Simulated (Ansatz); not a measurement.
# BP: the cost of one run

Computed with Ansatz 0.2.0 (DFT, PBE, plane-wave PAW, default files, scalar-relativistic, as far as a step names no other, unless a step's input says otherwise).

### 1 The starting structure

It takes space group F-43m (No. 216, cubic). The conventional cell has a = 4.538 Å, b = 4.538 Å, c = 4.538 Å, α = 90.00°, β = 90.00°, γ = 90.00°. B (site symmetry -43m) is surrounded by 4 P at 1.97 Å. P (site symmetry -43m) is surrounded by 4 B at 1.97 Å.

Structure file:

```
CELL_PARAMETERS angstrom
0.00000 2.26900 2.26900
2.26900 0.00000 2.26900
2.26900 2.26900 0.00000
ATOMIC_POSITIONS crystal
B 0.00000 0.00000 0.00000
P 0.25000 0.25000 0.25000
```

The earlier run gave: gap on the mesh 1.25 eV, largest force 0.000 eV/Å, pressure 1.1 GPa.

Site by site (atoms counted from 1):

| site | atoms | first shell | V_zz (10²¹ V/m²) | η | C_Q (MHz) |
| --- | --- | --- | --- | --- | --- |
| B | 1 | 4 P at 1.97 Å | 0.00 | – | 0 (¹¹B) |
| P | 2 | 4 B at 1.97 Å | 0.00 | – | – |

V_zz is the principal component of the electric field gradient with the largest magnitude, η = (V_xx − V_yy)/V_zz and C_Q = eQV_zz/h. Nuclear quadrupole moments: year-2017 set (Pyykkö). A dash under C_Q marks elements without a common quadrupolar isotope.

### 2 Z stretched by +2 %, ions relaxed

input.yaml reads:

```yaml
crystal:
  lattice:
    - [0.0, 2.269, 2.31438]
    - [2.269, 0.0, 2.31438]
    - [2.269, 2.269, 0.0]
  atoms:
    - { symbol: B, position: [0.0, 0.0, 0.0] }
    - { symbol: P, position: [0.25, 0.25, 0.25] }
kpoints:
  mp_grid: { grid: [16, 16, 16] }
scf:
  occupations: { method: fermi_dirac, width: 0.02 }
hamiltonian:
  xc: pbe
  pseudopotentials: { kind: paw }
output:
  forces: true
  stress: true
  populations: true
  efg: { quadrupole_moments_barn: { B: 0.04059 }, contact_densities: true }
relax:
  f_tol: 0.02
  max_steps: 60
```

Run with:

```bash
$ ansatz run input.yaml --threads 1 --pin off --max-ram 3072MiB --backend cpu --events-out ev --progress --plain --runs-dir out
```

Q: Estimate wall time and peak memory on 1 thread of Intel Xeon 6975P-C (Granite Rapids), shared host.

About 6.9 s, with a peak of 0.46 GiB.
